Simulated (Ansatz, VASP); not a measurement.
## Pd: VASP beside Ansatz

The input INCAR:

```
PREC = Accurate
ENCUT = 520
EDIFF = 1E-6
ISMEAR = -1
SIGMA = 0.08
LREAL = False
LASPH = True
NELM = 100
ALGO = Normal
ISIF = 2
LWAVE = False
LCHARG = False
GGA = PE
NBANDS = 11
```

File KPOINTS:

```
Automatic mesh
0
Gamma
  16 16 15
```

File POSCAR:

```
Pd
1.0
    2.1840901352      0.0000000000      0.0000000000
   -1.0920450676      1.8914775413      0.0000000000
    0.0000000000      0.0000000000      2.0912651346
Pd
1
Direct
    0.0000000000      0.0000000000      0.0000000000
```

Input for Ansatz:

```yaml
crystal:
  lattice:
    - [2.1840901352, 0.0, 0.0]
    - [-1.0920450676, 1.8914775413, 0.0]
    - [0.0, 0.0, 2.0912651346]
  atoms:
    - { symbol: Pd, position: [0.0, 0.0, 0.0] }
kpoints:
  mp_grid: { grid: [16, 16, 15] }
scf:
  occupations: { method: fermi_dirac, width: 0.08 }
hamiltonian:
  xc: pbe
  pseudopotentials: { kind: all_electron, lapw: { basis_error: 0.001 } }
output:
  forces: true
  stress: true
  eigenvalues: true
  populations: true
```

Change from the starting cell: volume scaled by 0.52, LAPW.

Alike in both runs: task single point; functional PBE; k mesh 16 × 16 × 15; occupations fermi-dirac, width 0.08 eV; no spin polarisation.

```csv
,VASP,Ansatz
version,VASP 6.6.1,Ansatz 0.2.0
potentials or method,"VASP PAW PBE potentials, release 64 (Pd)","all-electron LAPW, scalar-relativistic"
plane-wave cutoff (eV),520,see its input
```

|  | VASP | Ansatz | Ansatz less VASP |
| --- | --- | --- | --- |
| pressure (GPa) | 499.3 | 510.8 | +11.45 |
| largest component of the traceless stress (GPa) | 8.09 | 0.09 | -8.001 |

Ansatz ran all-electron here, so the differences hold the error of VASP's frozen core and of both bases.

Caveats: the cell as given lies far from equilibrium; so large a pressure means that the cell lies far from this level's equilibrium, or that cutoff or potentials fall short (VASP).
